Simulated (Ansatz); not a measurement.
Input for Ansatz (plane-wave DFT, PAW):

```yaml
crystal:
  lattice:
    - [6.2334859272, 0.0, 0.0]
    - [0.0, 6.2334859272, 0.0]
    - [0.0, 0.0, 6.2334859272]
  atoms:
    - { symbol: Sb, position: [-0.0011957599, -0.0011957599, -0.0011957599] }
    - { symbol: Sb, position: [-0.0011957599, -0.0011957599, 0.5011957599] }
    - { symbol: Sb, position: [-0.0011957599, 0.5011957599, -0.0011957599] }
    - { symbol: Sb, position: [-0.0011957599, 0.5011957599, 0.5011957599] }
    - { symbol: Sb, position: [0.5011957599, -0.0011957599, -0.0011957599] }
    - { symbol: Sb, position: [0.5011957599, -0.0011957599, 0.5011957599] }
    - { symbol: Sb, position: [0.5011957599, 0.5011957599, -0.0011957599] }
    - { symbol: Sb, position: [0.5011957599, 0.5011957599, 0.5011957599] }
    - { symbol: H, position: [0.25, 0.25, 0.25] }
basis:
  ecutwfc: 420
kpoints:
  mp_grid: { grid: [6, 6, 6] }
hamiltonian:
  xc: pbe
scf:
  occupations: { method: gaussian, width: 0.1 }
output:
  forces: true
  stress: true
  eigenvalues: true
  write_density: true
  write_potential: true
  elf: true
  volumetric_format: npy
relax:
  adjacent_minimum: "off"
  f_tol: 0.025
  max_steps: 70
  cell: { stress_tol: 0.12 }
```

Command:
```bash
ansatz run input.yaml --threads 2 --pin off --max-ram 5120MiB --backend cpu --events-out ev --progress --plain --runs-dir out
```

All numbers below come from DFT PBE, scalar-relativistic, plane waves, PAW (Ansatz 0.2.0).

From the run's log, abridged:

```
Pseudopotentials: kind: paw
Pseudopotential: Sb, paw, valence charge 15, recommended cutoff 420 eV (normal)
Pseudopotential: H, paw, valence charge 1, recommended cutoff 420 eV (normal)
Functional definition: PBE
Crystal: 9 atoms, lattice volume = 242.210 Å³
Basis set: ecut = 420 eV, 4729 PW (Γ), exchange–correlation on 90×90×90 points (8 copies of the dense FFT grid, shifted against one another)
Bands: 73, of which v1, the nominal top of the filled ones, is band 61 counted from 1 (60 counted from 0)
Symmetry: 48 space group operations
Space group: Pm-3m (ITA 221), of the structure as read, at distance tolerance 6.2e-5 Å
k-points: 20 of 216
Initial density: superposition of atomic densities (neutral atoms: chi_scale 0, normalization atom), corrected by the library's trained network
Initial wavefunctions: pseudopotential atomic-orbital guess
Functional: x = pbe(κ = 0.804, μ = 0.21951497), c = pbe(β = 0.06672455)
SCF iter   1: F=—  HF=-51889.675045 eV  |F-HF|=—  |Δ(HF+E_count)|=         —  Δρ=4.19e-3  dr2=7.50e-2  ethr=1.77e-3  ⟨swp⟩=7.0  Hψ=5587  notcnv=0
SCF iter   2: F=—  HF=-51889.657257 eV  |F-HF|=—  |Δ(HF+E_count)|=   1.78e-2  Δρ=1.53e-3  dr2=1.42e-2  ethr=6.20e-5  ⟨swp⟩=1.9  Hψ=1764  notcnv=0
SCF iter   3: F=—  HF=-51889.654558 eV  |F-HF|=—  |Δ(HF+E_count)|=   2.70e-3  Δρ=5.60e-4  dr2=6.11e-4  ethr=1.18e-5  ⟨swp⟩=2.0  Hψ=1618  notcnv=0
SCF iter   4: F=—  HF=-51889.654501 eV  |F-HF|=—  |Δ(HF+E_count)|=   5.70e-5  Δρ=2.95e-4  dr2=2.45e-4  ethr=5.05e-7  ⟨swp⟩=2.6  Hψ=2640  notcnv=0
SCF iter   5: F=—  HF=-51889.654507 eV  |F-HF|=—  |Δ(HF+E_count)|=   6.19e-6  Δρ=7.08e-5  dr2=1.22e-5  ethr=2.03e-7  ⟨swp⟩=2.0  Hψ=1745  notcnv=0
SCF iter   6: F=—  HF=-51889.654470 eV  |F-HF|=—  |Δ(HF+E_count)|=   3.65e-5  Δρ=1.59e-5  dr2=1.25e-6  ethr=1.00e-8  ⟨swp⟩=2.0  Hψ=2602  notcnv=0
SCF iter   7: F=—  HF=-51889.654471 eV  |F-HF|=—  |Δ(HF+E_count)|=   5.05e-7  Δρ=9.88e-6  dr2=2.68e-7  ethr=1.03e-9  ⟨swp⟩=2.0  Hψ=1805  notcnv=0
SCF iter   8: F=-51889.654471 eV  HF=-51889.654471 eV  |F-HF|=1.73e-8  |Δ(HF+E_count)|=   1.07e-8  Δρ=3.57e-6  dr2=2.87e-8  ethr=8.26e-11  ⟨swp⟩=13.2  Hψ=9692  notcnv=0
SCF 1 converged in 8 iterations: F = -51889.654471 eV  dr2 = 2.87e-8
relax step   1: F+E_penalty+E_count = -51889.65447089 eV  Δ(F+E_penalty+E_count) = +0.000e0 eV  max|allowed force component| = 1.101e-2 eV/Å  Δτ_max = 0.0000 Å  P = -0.306 GPa  Ω = 242.210 Å³  (8 SCF iters, dr2 threshold 1.00e-7 eV, accepted)
Crystal: 9 atoms, lattice volume = 239.577 Å³
Basis set: ecut = 420 eV, 4697 PW (Γ), exchange–correlation on 90×90×90 points (8 copies of the dense FFT grid, shifted against one another)
Initial density: handed on by an earlier stage of this run
Initial wavefunctions: those handed on with the density
SCF iter   1: F=—  HF=-51889.655830 eV  |F-HF|=—  |Δ(HF+E_count)|=         —  Δρ=3.95e-4  dr2=4.57e-4  ethr=4.99e-7  ⟨swp⟩=3.1  Hψ=7095  notcnv=0
SCF iter   2: F=—  HF=-51889.655791 eV  |F-HF|=—  |Δ(HF+E_count)|=   3.88e-5  Δρ=1.83e-4  dr2=7.89e-5  ethr=3.77e-7  ⟨swp⟩=2.0  Hψ=1604  notcnv=0
SCF iter   3: F=—  HF=-51889.655770 eV  |F-HF|=—  |Δ(HF+E_count)|=   2.17e-5  Δρ=7.42e-5  dr2=1.63e-5  ethr=6.52e-8  ⟨swp⟩=1.2  Hψ=1464  notcnv=0
SCF iter   4: F=—  HF=-51889.655774 eV  |F-HF|=—  |Δ(HF+E_count)|=   4.01e-6  Δρ=1.16e-5  dr2=4.34e-7  ethr=1.34e-8  ⟨swp⟩=2.0  Hψ=1704  notcnv=0
SCF iter   5: F=-51889.655774 eV  HF=-51889.655774 eV  |F-HF|=3.77e-8  |Δ(HF+E_count)|=   4.14e-7  Δρ=4.35e-6  dr2=4.87e-8  ethr=1.93e-10  ⟨swp⟩=11.2  Hψ=9735  notcnv=0
SCF 2 converged in 5 iterations: F = -51889.655774 eV  dr2 = 4.87e-8
relax step   2: F+E_penalty+E_count = -51889.65577404 eV  Δ(F+E_penalty+E_count) = -1.303e-3 eV  max|allowed force component| = 6.457e-3 eV/Å  Δτ_max = 0.0034 Å  P = +0.287 GPa  Ω = 239.577 Å³  energy of the carried Pulay correction = +6.632e-4 eV  (5 SCF iters, dr2 threshold 2.34e-7 eV, accepted)
Crystal: 9 atoms, lattice volume = 240.762 Å³
SCF iter   1: F=—  HF=-51889.656589 eV  |F-HF|=—  |Δ(HF+E_count)|=         —  Δρ=1.71e-4  dr2=1.04e-4  ethr=1.23e-7  ⟨swp⟩=3.0  Hψ=6762  notcnv=0
SCF iter   2: F=—  HF=-51889.656576 eV  |F-HF|=—  |Δ(HF+E_count)|=   1.31e-5  Δρ=6.65e-5  dr2=1.31e-5  ethr=8.61e-8  ⟨swp⟩=2.0  Hψ=1672  notcnv=0
SCF iter   3: F=—  HF=-51889.656577 eV  |F-HF|=—  |Δ(HF+E_count)|=   1.28e-6  Δρ=3.15e-5  dr2=3.36e-6  ethr=1.08e-8  ⟨swp⟩=1.4  Hψ=1469  notcnv=0
SCF iter   4: F=-51889.656578 eV  HF=-51889.656578 eV  |F-HF|=7.20e-8  |Δ(HF+E_count)|=   8.09e-7  Δρ=4.72e-6  dr2=7.14e-8  ethr=1.70e-10  ⟨swp⟩=8.4  Hψ=9781  notcnv=0
SCF 3 converged in 4 iterations: F = -51889.656578 eV  dr2 = 7.14e-8
relax step   3: F+E_penalty+E_count = -51889.65657806 eV  Δ(F+E_penalty+E_count) = -8.040e-4 eV  max|allowed force component| = 5.662e-3 eV/Å  Δτ_max = 0.0000 Å  P = +0.012 GPa  Ω = 240.762 Å³  energy of the carried Pulay correction = +3.639e-4 eV  (4 SCF iters, dr2 threshold 2.05e-7 eV, accepted)
Initial wavefunctions: pseudopotential atomic-orbital guess (no wavefunctions were taken with the density)
SCF iter   1: F=—  HF=-51889.656247 eV  |F-HF|=—  |Δ(HF+E_count)|=         —  Δρ=7.80e-6  dr2=7.37e-8  ethr=5.12e-7  ⟨swp⟩=3.0  Hψ=8845  notcnv=0
SCF iter   2: F=—  HF=-51889.656215 eV  |F-HF|=—  |Δ(HF+E_count)|=   3.18e-5  Δρ=4.98e-6  dr2=4.03e-8  ethr=6.09e-11  ⟨swp⟩=3.4  Hψ=3209  notcnv=0
SCF iter   3: F=—  HF=-51889.656215 eV  |F-HF|=—  |Δ(HF+E_count)|=   5.80e-8  Δρ=1.47e-6  dr2=4.87e-9  ethr=3.33e-11  ⟨swp⟩=2.0  Hψ=1950  notcnv=0
SCF iter   4: F=—  HF=-51889.656215 eV  |F-HF|=—  |Δ(HF+E_count)|=   3.95e-9  Δρ=7.19e-7  dr2=5.98e-10  ethr=4.03e-12  ⟨swp⟩=2.2  Hψ=2711  notcnv=0
SCF iter   5: F=-51889.656215 eV  HF=-51889.656215 eV  |F-HF|=3.64e-11  |Δ(HF+E_count)|=  6.26e-10  Δρ=1.86e-7  dr2=5.42e-11  ethr=1.00e-12  ⟨swp⟩=8.2  Hψ=6759  notcnv=0
SCF 4 converged in 5 iterations: F = -51889.656215 eV  dr2 = 5.42e-11
SCF converged after 5 iterations
Free energy (F): -51889.656215 eV
Harris-Foulkes:  -51889.656215 eV  (|F-HF|=3.64e-11)
Internal energy: -51889.634148 eV  (E = F + TS)
E sigma→0 (E₀):  -51889.645181 eV
Entropy (-TS):   -0.022067 eV (-2.452 meV/atom)
Fermi energy:    10.001806 eV
--- Per-component energies (eV) ---
  E_band       = -1338.500765
  E_kinetic    = 1664.024796
  E_local      = -12538.403393  (includes V_loc(G=0)·N_el)
  E_nonlocal   = 2896.969952
  E_hartree    = 5685.229885
  E_xc         = -1114.876221
  E_vxc        = -779.463268  (∫ρ·V_xc dr)
  E_paw        = -36601.089722  (= ΣΔE_a)
  E_vpaw       = -3952.087756  (= ΣTr[D̂ρ^β])
  E_aug_tail   = -0.000980  (compensation charges beyond the density's cutoff)
  E_ewald      = -11881.488465
  E_smearing   = -0.022067  (= −TS)
--- Forces (eV/Å), atoms counted from 1 ---
  atom   1  Sb     0.00565673     0.00565673     0.00565673
  atom   2  Sb     0.00565673     0.00565673    -0.00565673
  atom   3  Sb     0.00565673    -0.00565673     0.00565673
  atom   4  Sb     0.00565673    -0.00565673    -0.00565673
  atom   5  Sb    -0.00565673     0.00565673     0.00565673
  atom   6  Sb    -0.00565673     0.00565673    -0.00565673
  atom   7  Sb    -0.00565673    -0.00565673     0.00565673
  atom   8  Sb    -0.00565673    -0.00565673    -0.00565673
  atom   9  H      0.00000000     0.00000000     0.00000000
--- Stress (GPa, compression-positive) ---
        0.012818       0.000000       0.000000
        0.000000       0.012818       0.000000
        0.000000       0.000000       0.012818
  P = ⅓ Tr σ = 0.0128 GPa (0.128 kbar)
--- Band table (eV; the first three rows and the last of 20) ---
  k-point 0: bands = ["-19.3037", "-19.3037", "-19.2970", "-19.2970", "-19.2970", "-19.2358", "-19.2248", "-19.2248", "-19.2235", "-19.2235", "-19.2235", "-19.2224", "-19.2224", "-19.2224", "-19.1786", "-19.1786", "-19.1786", "-19.1744", "-19.1744", "-19.1744", "-19.1716", "-19.1716", "-19.1716", "-19.1679", "-19.1679", "-19.1679", "-19.1501", "-19.1501", "-19.1501", "-19.1349", "-19.1311", "-19.1311", "-19.1311", "-19.1258", "-19.1258", "-19.0630", "-19.0630", "-19.0630", "-19.0601", "-19.0601", "-2.4975", "-0.0393", "-0.0393", "-0.0393", "2.4955", "2.4955", "2.4955", "3.5987", "4.3863", "4.3863", "5.3018", "6.3448", "6.3448", "6.3448", "6.4052", "6.4052", "6.4052", "8.2915", "8.2915", "8.2 ...
  k-point 1: bands = ["-19.3032", "-19.2975", "-19.2936", "-19.2896", "-19.2896", "-19.2335", "-19.2251", "-19.2251", "-19.2239", "-19.2231", "-19.2213", "-19.2200", "-19.2200", "-19.2118", "-19.1823", "-19.1772", "-19.1772", "-19.1767", "-19.1767", "-19.1752", "-19.1716", "-19.1698", "-19.1698", "-19.1695", "-19.1695", "-19.1651", "-19.1601", "-19.1467", "-19.1467", "-19.1371", "-19.1340", "-19.1340", "-19.1308", "-19.1286", "-19.1269", "-19.0712", "-19.0712", "-19.0708", "-19.0628", "-19.0603", "-2.3969", "-0.3541", "0.0614", "0.0614", "2.1557", "2.1557", "2.5982", "3.7958", "4.4816", "4.8120", "4.8668", "6.0632", "6.1960", "6.4671", "6.4671", "6.9509", "6.9509", "8.1032", "8.1032", "8.967 ...
  k-point 2: bands = ["-19.3020", "-19.2987", "-19.2709", "-19.2709", "-19.2662", "-19.2338", "-19.2338", "-19.2293", "-19.2254", "-19.2161", "-19.2116", "-19.2106", "-19.2106", "-19.1943", "-19.1855", "-19.1850", "-19.1850", "-19.1850", "-19.1829", "-19.1750", "-19.1750", "-19.1715", "-19.1715", "-19.1637", "-19.1631", "-19.1631", "-19.1574", "-19.1439", "-19.1418", "-19.1418", "-19.1363", "-19.1361", "-19.1361", "-19.1298", "-19.1291", "-19.0998", "-19.0922", "-19.0922", "-19.0623", "-19.0608", "-2.0988", "-0.9917", "0.3609", "0.3609", "1.4875", "1.4875", "2.9055", "4.1003", "4.1220", "4.7593", "5.4486", "5.7159", "6.0901", "6.7404", "6.7404", "7.6575", "7.6575", "8.3147", "8.3147", "9.326 ...
  k-point 19: bands = ["-19.1915", "-19.1915", "-19.1886", "-19.1886", "-19.1886", "-19.1877", "-19.1877", "-19.1877", "-19.1868", "-19.1868", "-19.1868", "-19.1849", "-19.1836", "-19.1836", "-19.1817", "-19.1817", "-19.1817", "-19.1817", "-19.1813", "-19.1813", "-19.1813", "-19.1810", "-19.1810", "-19.1810", "-19.1709", "-19.1709", "-19.1709", "-19.1702", "-19.1702", "-19.1702", "-19.1701", "-19.1701", "-19.1698", "-19.1698", "-19.1698", "-19.1686", "-19.1686", "-19.1686", "-19.1652", "-19.1652", "-0.0299", "0.1134", "0.1659", "0.1659", "0.1659", "0.2026", "0.2026", "0.2026", "7.3219", "9.2640", "9.2640", "9.2640", "9.2869", "9.2869", "9.3240", "9.3240", "9.3240", "9.3364", "9.3364", "9.336 ...
--- Relaxed structure (3 steps of the walk, 3 accepted, 1 SCFs on fresh bases) ---
  F+E_penalty+E_count = -51889.65621503 eV   max|allowed force component| = 5.657e-3 eV/Å   (the final SCF, on the basis selected at the relaxed cell)
  cell:  # Å, volume = 240.7619 Å³
    - [6.22103411, 0.0, 0.0]
    - [0.0, 6.22103411, 0.0]
    - [0.0, 0.0, 6.22103411]
  atoms:
    - { symbol: Sb, position: [-0.00087617, -0.00087617, -0.00087617] }
    - { symbol: Sb, position: [-0.00087617, -0.00087617, 0.50087617] }
    - { symbol: Sb, position: [-0.00087617, 0.50087617, -0.00087617] }
    - { symbol: Sb, position: [-0.00087617, 0.50087617, 0.50087617] }
    - { symbol: Sb, position: [0.50087617, -0.00087617, -0.00087617] }
    - { symbol: Sb, position: [0.50087617, -0.00087617, 0.50087617] }
    - { symbol: Sb, position: [0.50087617, 0.50087617, -0.00087617] }
    - { symbol: Sb, position: [0.50087617, 0.50087617, 0.50087617] }
    - { symbol: H, position: [0.25, 0.25, 0.25] }
```

The relaxation met its thresholds.

Time: 32 s on 2 threads of INTEL(R) XEON(R) PLATINUM 8581C CPU @ 2.10GHz (Emerald Rapids) (shared host), peak memory 0.77 GiB.